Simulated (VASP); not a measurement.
# InP (F-43m) in VASP: notebook

Runs on InP. Level: PBE. Tasks: relaxation of cell and atoms.

Program: VASP 6.6.1. These are calculated values, not measurements. Logs are shortened: lines on timing, memory, paths and dates and some standing lists are left out, and cuts for length are marked.

### Step 1. The crystal as given

It takes space group F-43m (No. 216, cubic). The conventional cell has a = 5.861 Å, b = 5.861 Å, c = 5.861 Å, α = 90.00°, β = 90.00°, γ = 90.00°. In (site symmetry -43m) is surrounded by 4 P at 2.54 Å. P (site symmetry -43m) is surrounded by 4 In at 2.54 Å.

### Step 2. Relaxation of cell and atoms, PBE

Contents of INCAR:

```
SYSTEM = InP
PREC = Accurate
ENCUT = 700
EDIFF = 1E-7
ISMEAR = 0
SIGMA = 0.02
LREAL = .FALSE.
LASPH = .TRUE.
NELM = 100
ALGO = Fast
ISIF = 3
LWAVE = .FALSE.
LCHARG = .FALSE.
GGA = PE
IBRION = 2
NSW = 80
EDIFFG = -0.002
```

Contents of KPOINTS:

```
regular mesh
0
G
  10 10 10
  0 0 0
```

Contents of POSCAR:

```
InP
1.0
    0.0000000000      2.9305000000      2.9305000000
    2.9305000000      0.0000000000      2.9305000000
    2.9305000000      2.9305000000      0.0000000000
In P
1 1
Direct
    0.0000000000      0.0000000000      0.0000000000
    0.2500000000      0.2500000000      0.2500000000
```

Potentials or basis: VASP PAW PBE potentials, release 64 (In_d, P).

Command:

```bash
> cat potpaw_PBE.64/In_d/POTCAR potpaw_PBE.64/P/POTCAR > POTCAR
> mpirun -np 1 vasp_std > vasp.out
```

OUTCAR:

```text
SYSTEM = InP
   PREC = Accurate
   ENCUT = 700
   EDIFF = 1E-7
   ISMEAR = 0
   LREAL = .FALSE.
   LASPH = .TRUE.
   NELM = 100
   ISIF = 3
   GGA = PE
   IBRION = 2
   NSW = 80
   EDIFFG = -0.002

 ion  position               nearest neighbor table
   1  0.000  0.000  0.000-   2 2.54   2 2.54   2 2.54   2 2.54
   2  0.250  0.250  0.250-   1 2.54   1 2.54   1 2.54   1 2.54

  LATTYP: Found a face centered cubic cell.
 ALAT       =     5.8610000000

  Lattice vectors:

 A1 = (   0.0000000000,   2.9305000000,   2.9305000000)
 A2 = (   2.9305000000,   0.0000000000,   2.9305000000)
 A3 = (   2.9305000000,   2.9305000000,   0.0000000000)

Analysis of symmetry for initial positions (statically):
=====================================================================
 Subroutine PRICEL returns:
 Original cell was already a primitive cell.

 Routine SETGRP: Setting up the symmetry group for a
 face centered cubic supercell.

 Subroutine GETGRP returns: Found 24 space group operations
 (whereof 24 operations were pure point group operations)
 out of a pool of 48 trial point group operations.

The static configuration has the point symmetry T_d .

Analysis of symmetry for dynamics (positions and initial velocities):
=====================================================================
 Subroutine PRICEL returns:
 Original cell was already a primitive cell.

 Routine SETGRP: Setting up the symmetry group for a
 face centered cubic supercell.

 Subroutine GETGRP returns: Found 24 space group operations
 (whereof 24 operations were pure point group operations)
 out of a pool of 48 trial point group operations.

The dynamic configuration has the point symmetry T_d .

 Subroutine INISYM returns: Found 24 space group operations
 (whereof 24 operations are pure point group operations),
 and found     1 'primitive' translations

----------------------------------------------------------------------------------------

                                     Primitive cell

  volume of cell :      50.3333

  direct lattice vectors                    reciprocal lattice vectors
     0.000000000  2.930500000  2.930500000    -0.170619348  0.170619348  0.170619348
     2.930500000  0.000000000  2.930500000     0.170619348 -0.170619348  0.170619348
     2.930500000  2.930500000  0.000000000     0.170619348  0.170619348 -0.170619348

  length of vectors
[... 104 lines left out ...]
  Fermi-wavevector in a.u.,A,eV,Ry     =   1.162021  2.195901 18.371846  1.350293
  Thomas-Fermi vector in A             =   2.298587
   LORBIT       =      0    0 simple, 1 ext, 2 COOP (PROOUT), +10 PAW based schemes
   GGA     = PE    functional components
   LHFCALC =     F    Hartree Fock is set to
   AEXX    =    0.0000 exact exchange contribution
   IVDW    =     0    specifies the selected vdW correction
   LEPSILON=     F    determine dielectric tensor
   LRPA    =     F    only Hartree local field effects (RPA)
 conjugate gradient relaxation of ions
 non-spin polarized calculation
 RMM-DIIS sequential band-by-band and
 Gauss-broadening in eV      SIGMA  =   0.02
  energy-cutoff  :      700.00
  volume of cell :       50.33
 maximum number of plane-waves:      2154
   NGX = 17   NGY = 17   NGZ = 17

--------------------------------------- Ionic step        1  -------------------------------------------

 number of electron      17.9999998 magnetization

 Free energy of the ion-electron system (eV)
  ---------------------------------------------------
  ext. energy  EPLUGINS =         0.00000000
  ---------------------------------------------------
  free energy    TOTEN  =        -8.38264590 eV

  energy without entropy =       -8.38264590  energy(sigma->0) =       -8.38264590

------------------------ aborting loop because EDIFF is reached ----------------------------------------

  FORCE on cell =-STRESS in cart. coord.  units (eV):
  Direction    XX          YY          ZZ          XY          YZ          ZX
  --------------------------------------------------------------------------------------
  -------------------------------------------------------------------------------------
  Total        1.0449246      1.0449246      1.0449246      0.0000000      0.0000000     -0.0000000
  in kB       33.2613887     33.2613887     33.2613887      0.0000000      0.0000000     -0.0000000
  external PRESSURE =      33.2613887 kB  Pullay stress =       0.0000000 kB
[... 59 lines left out ...]
--------------------------------------- Ionic step        3  -------------------------------------------

 number of electron      17.9999999 magnetization

 Free energy of the ion-electron system (eV)
  ---------------------------------------------------
  ext. energy  EPLUGINS =         0.00000000
  ---------------------------------------------------
  free energy    TOTEN  =        -8.40811862 eV

  energy without entropy =       -8.40811862  energy(sigma->0) =       -8.40811862

 E-fermi :   4.7559     XC(G=0):  -9.0638

 val. band max:        4.6579783922   @ k =   0.0000   0.0000   0.0000
 cond. band min:       5.0982605593   @ k =   0.0000   0.0000   0.0000
 fundamental gap:      0.4402821671
 Fermi energy:         4.7558935212

 k-point     1 :       0.0000    0.0000    0.0000
  band No.  band energies     occupation
      1      -9.4367      2.00000
      2      -9.4367      2.00000
      3      -9.4367      2.00000
      4      -9.3081      2.00000
      5      -9.3081      2.00000
      6      -6.5296      2.00000
      7       4.6580      2.00000
      8       4.6580      2.00000
      9       4.6580      2.00000
     10       5.0983      0.00000
     11       8.7477      0.00000
     12       8.7477      0.00000
     13       8.7477      0.00000
[... 354 lines left out ...]
  band No.  band energies     occupation
      1      -9.5611      2.00000
      2      -9.3724      2.00000
      3      -9.3697      2.00000
      4      -9.3364      2.00000
      5      -9.2858      2.00000
      6      -4.9957      2.00000
      7       0.0460      2.00000
      8       2.6271      2.00000
      9       2.8750      2.00000
     10       6.9565      0.00000
     11       7.6425      0.00000
     12      11.3659      0.00000
     13      12.0024      0.00000

 [... further k-points ...]

------------------------ aborting loop because EDIFF is reached ----------------------------------------

  FORCE on cell =-STRESS in cart. coord.  units (eV):
  Direction    XX          YY          ZZ          XY          YZ          ZX
  --------------------------------------------------------------------------------------
  -------------------------------------------------------------------------------------
  Total        0.0004102      0.0004102      0.0004102      0.0000000      0.0000000     -0.0000000
  in kB        0.0124240      0.0124240      0.0124240      0.0000000      0.0000000     -0.0000000
  external PRESSURE =       0.0124240 kB  Pullay stress =       0.0000000 kB
[... 17 lines left out ...]
  FREE ENERGIE OF THE ION-ELECTRON SYSTEM (eV)
  ---------------------------------------------------
  free  energy   TOTEN  =        -8.4081186213 eV

  energy  without entropy=       -8.4081186213  energy(sigma->0) =       -8.40811862

 reached required accuracy - stopping structural energy minimisation
```

OSZICAR:

```text
N       E                     dE             d eps       ncg     rms          rms(c)
DAV:   1     0.124811291771E+03    0.12481E+03   -0.10267E+04  1222   0.192E+03
[... 50 lines left out ...]
RMM:   6    -0.840811210688E+01    0.15179E-03   -0.61385E-04  1230   0.269E-01    0.214E-01
RMM:   7    -0.840811916235E+01   -0.70555E-05   -0.13472E-04  1432   0.148E-01    0.186E-01
RMM:   8    -0.840812102225E+01   -0.18599E-05   -0.52416E-05  1601   0.930E-02    0.187E-01
RMM:   9    -0.840812015105E+01    0.87120E-06   -0.17477E-05  1246   0.587E-02    0.134E-01
RMM:  10    -0.840811849018E+01    0.16609E-05   -0.86582E-06  1355   0.545E-02    0.981E-02
RMM:  11    -0.840811872087E+01   -0.23069E-06   -0.34637E-06  1486   0.176E-02    0.835E-02
RMM:  12    -0.840811862131E+01    0.99565E-07   -0.64614E-07  1107   0.890E-03
   3 F= -.84081186E+01 E0= -.84081186E+01  d E =-.254727E-01
```

CONTCAR:

```text
InP
   1.00000000000000
    -0.0000000000000000    2.9795836532716518    2.9795836532716518
     2.9795836532716518    0.0000000000000000    2.9795836532716518
     2.9795836532716518    2.9795836532716518   -0.0000000000000000
  In              P
     1     1
Direct
     0.0000000000000000    0.0000000000000000    0.0000000000000000
     0.2500000000000000    0.2500000000000000    0.2500000000000000

  0.00000000E+00  0.00000000E+00  0.00000000E+00
  0.00000000E+00  0.00000000E+00  0.00000000E+00
```

Wall time 73 s (1 thread of Intel Xeon 6975P-C (Granite Rapids), shared host); peak memory 0.24 GiB.

Results:

```yaml
Free_energy: -8.4081 eV
Relaxed_volume: 26.45 Å³/atom
Relaxed_cell: a = 4.214 Å, b = 4.214 Å, c = 4.214 Å, α = 60.00°, β = 60.00°, γ = 60.00°
Space_group_after_relaxing_to_0.05_Å: F-43m (No. 216)
Energy_gained_by_relaxing: 12.7 meV/atom
Ionic_steps: 3
Pressure_after_relaxing: 0.0 GPa
Band_gap_on_the_k_mesh: 0.44 eV, direct
```

Step by step:
| step | energy change (eV) | largest force (eV/Å) | pressure (GPa) | volume (Å³) |
| --- | --- | --- | --- | --- |
| 1 | 0.0000 | 0.0000 | 3.33 | 50.33 |
| 2 | -0.0196 | 0.0000 | -1.38 | 54.24 |
| 3 | -0.0255 | 0.0000 | 0.00 | 52.91 |

Final structure:
```
CELL_PARAMETERS angstrom
0.00000 2.97958 2.97958
2.97958 0.00000 2.97958
2.97958 2.97958 0.00000
ATOMIC_POSITIONS crystal
In 0.00000 0.00000 0.00000
P 0.25000 0.25000 0.25000
```

Levels at points of the mesh, in eV from the valence-band top:
```
           k point  band 5  band 6  band 7  band 8  band 9  band 10  band 11  band 12  band 13
(0.00, 0.00, 0.00)  -13.97  -11.19    0.00    0.00    0.00     0.44     4.09     4.09     4.09
(0.50, 0.00, 0.00)  -13.95   -9.62   -5.47   -0.90   -0.90     1.38     4.80     4.80     6.99
(0.50, 0.50, 0.00)  -13.94   -9.02   -5.54   -2.16   -2.16     1.85     2.26     8.91     9.26
```

Caveat: spin-orbit coupling is left out, which moves the levels of the heavy elements. Zero-point motion and thermal expansion aren't in these numbers.

### Step 3. Relaxation of cell and atoms, PBE

This run uses another cell than the first one, of 26.45 Å³/atom, 1.051 times its volume.

INCAR is that of step 2.

KPOINTS is that of step 2.

Contents of POSCAR:

```
InP                                     
1.0
   -0.0000000000      2.9795836533      2.9795836533
    2.9795836533      0.0000000000      2.9795836533
    2.9795836533      2.9795836533     -0.0000000000
  In              P             
     1     1
Direct
     0.0000000000000000    0.0000000000000000    0.0000000000000000
     0.2500000000000000    0.2500000000000000    0.2500000000000000
```

Potentials or basis: VASP PAW PBE potentials, release 64 (In_d, P).

Command:

```bash
> cat potpaw_PBE.64/In_d/POTCAR potpaw_PBE.64/P/POTCAR > POTCAR
> mpirun -np 1 vasp_std > vasp.out
```

Wall time 24 s (1 thread of Intel Xeon 6975P-C (Granite Rapids), shared host); peak memory 0.23 GiB.

It converged, with:

| Item | Value |
| --- | --- |
| Free energy | -8.4082 eV |
| Pressure after relaxing | 0.0 GPa |
| Band gap on the k mesh | 0.44 eV, direct |

Final structure:
```yaml
crystal:
  lattice:
    - [0.00000, 2.97958, 2.97958]
    - [2.97958, 0.00000, 2.97958]
    - [2.97958, 2.97958, 0.00000]
  atoms:
    - { symbol: In, position: [0.00000, 0.00000, 0.00000] }
    - { symbol: P, position: [0.25000, 0.25000, 0.25000] }
```

Levels at points of the mesh, in eV from the valence-band top:
```
           k point  band 6  band 7  band 8  band 9  band 10  band 11  band 12  band 13
(0.00, 0.00, 0.00)  -11.19    0.00    0.00    0.00     0.44     4.09     4.09     4.09
(0.50, 0.00, 0.00)   -9.62   -5.47   -0.90   -0.90     1.38     4.80     4.80     7.00
(0.50, 0.50, 0.00)   -9.02   -5.54   -2.16   -2.16     1.85     2.26     8.91     9.26
```

Caveat: the relaxation stopped at its first step, so nothing moved; spin-orbit coupling is left out, which moves the levels of the heavy elements.
